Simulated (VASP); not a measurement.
# CoH3 (Pm-3m) in VASP: a series of runs

The runs below take CoH3 through single point, with PBE, PBE+U.

Everything below comes from runs of VASP 6.6.1. Logs are shortened: lines on timing, memory, paths and dates and some standing lists are left out, and cuts for length are marked.

## (1) Starting point

The structure is cubic, space group Pm-3m (No. 221). The conventional cell has a = 2.611 Å, b = 2.611 Å, c = 2.611 Å, α = 90.00°, β = 90.00°, γ = 90.00°. Co (site symmetry m-3m) has 12 H at 1.85 Å as nearest neighbours. Around H (site symmetry 4/mmm) lie 4 Co at 1.85 Å and 8 H at 1.85 Å.

The cell comes from a database or a generator and needn't be the stable form of this composition.

## (2) Single point, PBE, collinear spin, typed start

INCAR

```
SYSTEM = CoH3
PREC = Accurate
ENCUT = 520
EDIFF = 1E-6
ISMEAR = 0
SIGMA = 0.1
LREAL = .FALSE.
LASPH = .TRUE.
NELM = 150
ALGO = Normal
ISIF = 2
LWAVE = .FALSE.
LCHARG = .FALSE.
ISPIN = 2
MAGMOM = 3 0 0 0
LORBIT = 11
LMAXMIX = 4
GGA = PE
NBANDS = 18
```

KPOINTS

```
Automatic mesh
0
G
  6 6 6
  0 0 0
```

POSCAR

```
CoH3
1.0
    2.6113350000      0.0000000000      0.0000000000
    0.0000000000      2.6113350000      0.0000000000
    0.0000000000      0.0000000000      2.6113350000
Co H
1 3
Direct
    0.0000000000      0.0000000000      0.0000000000
    0.0000000000      0.5000000000      0.5000000000
    0.5000000000      0.0000000000      0.5000000000
    0.5000000000      0.5000000000      0.0000000000
```

Potentials or basis: VASP PAW PBE potentials, release 64 (Co, H).

Command:

```console
$ cat potpaw_PBE.64/Co/POTCAR potpaw_PBE.64/H/POTCAR > POTCAR
$ mpirun -np 1 vasp_std > vasp.out
```

OUTCAR:

```text
SYSTEM = CoH3
   PREC = Accurate
   ENCUT = 520
   EDIFF = 1E-6
   ISMEAR = 0
   LREAL = .FALSE.
   LASPH = .TRUE.
   NELM = 150
   ISIF = 2
   ISPIN = 2
   LORBIT = 11
   GGA = PE

 ion  position               nearest neighbor table
   1  0.000  0.000  0.000-   2 1.85   3 1.85   4 1.85   2 1.85   3 1.85   2 1.85   4 1.85   2 1.85
                             3 1.85   4 1.85   3 1.85   4 1.85
   2  0.000  0.500  0.500-   1 1.85   1 1.85   1 1.85   1 1.85
   3  0.500  0.000  0.500-   1 1.85   1 1.85   1 1.85   1 1.85
   4  0.500  0.500  0.000-   1 1.85   1 1.85   1 1.85   1 1.85

  LATTYP: Found a simple cubic cell.
 ALAT       =     2.6113350000

  Lattice vectors:

 A1 = (   2.6113350000,   0.0000000000,   0.0000000000)
 A2 = (   0.0000000000,   2.6113350000,   0.0000000000)
 A3 = (   0.0000000000,   0.0000000000,   2.6113350000)

Analysis of symmetry for initial positions (statically):
=====================================================================
 Subroutine PRICEL returns:
 Original cell was already a primitive cell.

 Routine SETGRP: Setting up the symmetry group for a
 simple cubic supercell.

 Subroutine GETGRP returns: Found 48 space group operations
 (whereof 48 operations were pure point group operations)
 out of a pool of 48 trial point group operations.

The static configuration has the point symmetry O_h .

Analysis of symmetry for dynamics (positions and initial velocities):
=====================================================================
 Subroutine PRICEL returns:
 Original cell was already a primitive cell.

 Routine SETGRP: Setting up the symmetry group for a
 simple cubic supercell.

 Subroutine GETGRP returns: Found 48 space group operations
 (whereof 48 operations were pure point group operations)
 out of a pool of 48 trial point group operations.

The dynamic configuration has the point symmetry O_h .

Analysis of structural, dynamic, and magnetic symmetry:
=====================================================================
 Subroutine PRICEL returns:
 Original cell was already a primitive cell.

 Routine SETGRP: Setting up the symmetry group for a
 simple cubic supercell.

 Subroutine GETGRP returns: Found 48 space group operations
 (whereof 48 operations were pure point group operations)
 out of a pool of 48 trial point group operations.

The overall configuration has the point symmetry O_h .

 Subroutine INISYM returns: Found 48 space group operations
 (whereof 48 operations are pure point group operations),
 and found     1 'primitive' translations

----------------------------------------------------------------------------------------
[... 130 lines left out ...]

 number of electron      11.9999996 magnetization       0.0024137

 number of electron      11.9999996 magnetization      -0.0005929

 Free energy of the ion-electron system (eV)
  ---------------------------------------------------
  ext. energy  EPLUGINS =         0.00000000
  ---------------------------------------------------
  free energy    TOTEN  =       -16.21465924 eV

  energy without entropy =      -16.21259145  energy(sigma->0) =      -16.21362534

 E-fermi :   8.3252     XC(G=0): -12.7695

 val. band max:        8.2582157803   @ k =   0.5000   0.3333   0.0000
 cond. band min:       8.5339858497   @ k =   0.5000   0.3333   0.1667
 fundamental gap:      0.2757700694
 Fermi energy:         8.3251727710

 spin component 1

 k-point     1 :       0.0000    0.0000    0.0000
  band No.  band energies     occupation
      1      -5.9278      1.00000
      2       3.6235      1.00000
      3       3.6235      1.00000
      4       7.4038      1.00000
      5       7.4038      1.00000
      6       7.4038      1.00000
[... 396 lines left out ...]
      4       8.0545      0.99994
      5       8.0545      0.99994
      6      12.4816      0.00000
[... 10 lines left out ...]
     17      47.9470      0.00000
     18      50.6163      0.00000
 Fermi energy:         8.3251727710

 spin component 2

 k-point     1 :       0.0000    0.0000    0.0000
  band No.  band energies     occupation
      1      -5.9276      1.00000
      2       3.6228      1.00000
      3       3.6228      1.00000
      4       7.4034      1.00000
      5       7.4034      1.00000
      6       7.4034      1.00000
[... 397 lines left out ...]
      5       8.0532      0.99994
      6      12.4814      0.00000
[... 10 lines left out ...]
     17      47.9473      0.00000
     18      50.6163      0.00000

------------------------ aborting loop because EDIFF is reached ----------------------------------------

  FORCE on cell =-STRESS in cart. coord.  units (eV):
  Direction    XX          YY          ZZ          XY          YZ          ZX
  --------------------------------------------------------------------------------------
  -------------------------------------------------------------------------------------
  Total       -0.0303995     -0.0303995     -0.0303995      0.0000000     -0.0000000      0.0000000
  in kB       -2.7352045     -2.7352045     -2.7352045      0.0000000     -0.0000000      0.0000000
  external PRESSURE =      -2.7352045 kB  Pullay stress =       0.0000000 kB

 VOLUME and BASIS-vectors are now :
 -----------------------------------------------------------------------------
  energy-cutoff  :      520.00
  volume of cell :       17.81
      direct lattice vectors                 reciprocal lattice vectors
     2.611335000  0.000000000  0.000000000     0.382945888  0.000000000  0.000000000
     0.000000000  2.611335000  0.000000000     0.000000000  0.382945888  0.000000000
     0.000000000  0.000000000  2.611335000     0.000000000  0.000000000  0.382945888

 POSITION                                       TOTAL-FORCE (eV/Angst)
 -----------------------------------------------------------------------------------
      0.00000      0.00000      0.00000         0.000000      0.000000      0.000000
      0.00000      1.30567      1.30567         0.000000      0.000000      0.000000
      1.30567      0.00000      1.30567         0.000000      0.000000      0.000000
      1.30567      1.30567      0.00000         0.000000      0.000000      0.000000
 -----------------------------------------------------------------------------------
    total drift:                                0.000000      0.000000     -0.000000

  FREE ENERGIE OF THE ION-ELECTRON SYSTEM (eV)
  ---------------------------------------------------
  free  energy   TOTEN  =       -16.2146592411 eV

  energy  without entropy=      -16.2125914483  energy(sigma->0) =      -16.21362534

 total charge

# of ion       s       p       d       tot
------------------------------------------
    1        0.404   0.592   7.524   8.521
    2        0.477   0.030   0.000   0.506
    3        0.477   0.030   0.000   0.506
    4        0.477   0.030   0.000   0.506
--------------------------------------------------
tot          1.834   0.681   7.524  10.040

 magnetization (x)

# of ion       s       p       d       tot
------------------------------------------
    1        0.000   0.000  -0.000  -0.000
    2        0.000   0.000   0.000   0.000
    3        0.000   0.000   0.000   0.000
    4        0.000   0.000   0.000   0.000
--------------------------------------------------
tot          0.000   0.000  -0.000  -0.000
```

OSZICAR:

```text
N       E                     dE             d eps       ncg     rms          rms(c)
DAV:   1     0.392650319978E+02    0.39265E+02   -0.49008E+03  1496   0.740E+02
DAV:   2    -0.148179537165E+02   -0.54083E+02   -0.48098E+02  1534   0.164E+02
DAV:   3    -0.172112483243E+02   -0.23933E+01   -0.23501E+01  1708   0.352E+01
DAV:   4    -0.172312597604E+02   -0.20011E-01   -0.20001E-01  1724   0.286E+00
DAV:   5    -0.172317145869E+02   -0.45483E-03   -0.45478E-03  1792   0.422E-01    0.170E+01
DAV:   6    -0.178342132171E+02   -0.60250E+00   -0.30341E+01  1862   0.577E+01    0.113E+01
DAV:   7    -0.161820247518E+02    0.16522E+01   -0.13741E+01  1814   0.349E+01    0.421E+00
DAV:   8    -0.162065588156E+02   -0.24534E-01   -0.29092E-01  1776   0.366E+00    0.159E+00
DAV:   9    -0.162144688183E+02   -0.79100E-02   -0.30701E-02  2008   0.107E+00    0.608E-01
DAV:  10    -0.162141859783E+02    0.28284E-03   -0.56354E-03  2020   0.495E-01    0.186E-01
DAV:  11    -0.162145559524E+02   -0.36997E-03   -0.12121E-03  1902   0.256E-01    0.110E-01
DAV:  12    -0.162146572219E+02   -0.10127E-03   -0.23649E-04  1856   0.142E-01    0.262E-02
DAV:  13    -0.162146592211E+02   -0.19993E-05   -0.61376E-06  1628   0.189E-02    0.182E-02
DAV:  14    -0.162146592411E+02   -0.20014E-07   -0.76861E-06  1556   0.210E-02
   1 F= -.16214659E+02 E0= -.16213625E+02  d E =-.206779E-02  mag=    -0.0003
```

stdout:

```text
POSCAR found type information on POSCAR CoH
 POSCAR found :  2 types and       4 ions
 scaLAPACK will be used
 LDA part: xc-table for (Slater+PW92), standard interpolation
 POSCAR, INCAR and KPOINTS ok, starting setup
 FFT: planning ... GRIDC
 FFT: planning ... GRID_SOFT
 FFT: planning ... GRID
 WAVECAR not read
 entering main loop
```

Wall time 11 s (1 thread of Intel Xeon Platinum 8488C (Sapphire Rapids), shared host); peak memory 0.13 GiB.

What came out:

* Free energy: -16.2147 eV
* Pressure: -0.3 GPa
* Band gap on the k mesh: none (metal or under the smearing width)
* Net moment: 0.00 μB per cell
* Valence electrons inside the program's atomic spheres: Co 8.52; H 0.51

Caveat: the k mesh is coarse (spacing up to 0.40 Å⁻¹), so the values aren't converged; the starting moments collapsed, and a magnetic state may lie lower.

## (3) Single point, PBE+U

INCAR

```
ALGO = Normal
EDIFF = 1E-7
ENCUT = 520
GGA = PE
ISIF = 2
ISMEAR = 0
ISYM = 0
LASPH = True
LCHARG = False
LDAU = True
LDAUJ = 1 0
LDAUL = 2 -1
LDAUPRINT = 1
LDAUTYPE = 1
LDAUU = 7.3 0
LMAXMIX = 4
LREAL = False
LWAVE = False
NBANDS = 14
NELM = 150
PREC = Accurate
SIGMA = 0.1
```

KPOINTS

```
Automatic mesh
0
Gamma
  4 4 4
  0.5 0.5 0
```

POSCAR is that of step 2.

Potentials or basis: VASP PAW PBE potentials, release 64 (Co, H).

Command:

```console
$ cat potpaw_PBE.64/Co/POTCAR potpaw_PBE.64/H/POTCAR > POTCAR
$ mpirun -np 1 vasp_std > vasp.out
```

It took 17 s on 1 thread of Intel Xeon Platinum 8488C (Sapphire Rapids), shared host; peak memory 0.14 GiB.

It converged, with:

```
Free energy            : -10.8768 eV
Pressure               : -13.8 GPa
Band gap on the k mesh : none (metal or under the smearing width)
```

Levels at points of the mesh, in eV from the Fermi level:
```csv
k point,band 2,band 3,band 4,band 5,band 6,band 7,band 8,band 9,band 10,band 11
"(0.12, 0.12, 0.00)",-4.69,-4.53,-2.56,-2.42,-2.36,3.81,4.70,9.94,11.63,13.77
```

Eigenvalues of the final occupation matrices:
```csv
site,spin,trace,eigenvalues
site 1 d,1,3.90,0.65 0.65 0.87 0.87 0.87
site 1 d,2,3.90,0.65 0.65 0.87 0.87 0.87
```

Caveat: the k mesh is coarse (spacing up to 0.60 Å⁻¹), so the values aren't converged; U without spin polarisation on a metal has little footing; the U is typed as a test and isn't derived for this compound. Spin polarisation is off, so any magnetic state and its effect on volume and gap are missing.
